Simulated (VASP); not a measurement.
A run of VASP 6.6.1 is set up as follows.

File INCAR:

```
PREC = Accurate
ENCUT = 520
EDIFF = 1E-8
ISMEAR = 0
SIGMA = 0.3
LREAL = F
LASPH = T
NELM = 80
ALGO = Fast
ISIF = 2
LWAVE = F
LCHARG = F
GGA = PE
NBANDS = 16
IBRION = 8
NSW = 1
```

The input KPOINTS:

```
Automatic mesh
0
Gamma
  18 18 14
```

Contents of POSCAR:

```
WC                                      
1.0
    2.9249367373     -0.0000000000     -0.0000000000
   -1.4624683687      2.5330695229      0.0000000000
   -0.0000000000      0.0000000000      2.8490992307
  W               C             
     1     1
Direct
     0.0000000000000000    0.0000000000000000    0.0000000000000000
     0.6666666699999979    0.3333333300000021    0.5000000000000000
```

Potentials or basis: VASP PAW PBE potentials, release 64 (W_sv, C).

Command:

```console
$ cat potpaw_PBE.64/W_sv/POTCAR potpaw_PBE.64/C/POTCAR > POTCAR
$ mpirun -np 1 vasp_std > vasp.out
```

Predict the pressure.

0.0 GPa.

What does it give for the band gap on the k mesh?

None (metal or under the smearing width).

Estimate the highest phonon frequency at Γ.

602 cm⁻¹.

Phonon frequencies in cm⁻¹ (negative: imaginary):
| q point | frequencies |
| --- | --- |
| (0.000, 0.000, 0.000) | 0 0 0 564 602 602 |

Spin-orbit coupling is left out, which matters for the levels of W.
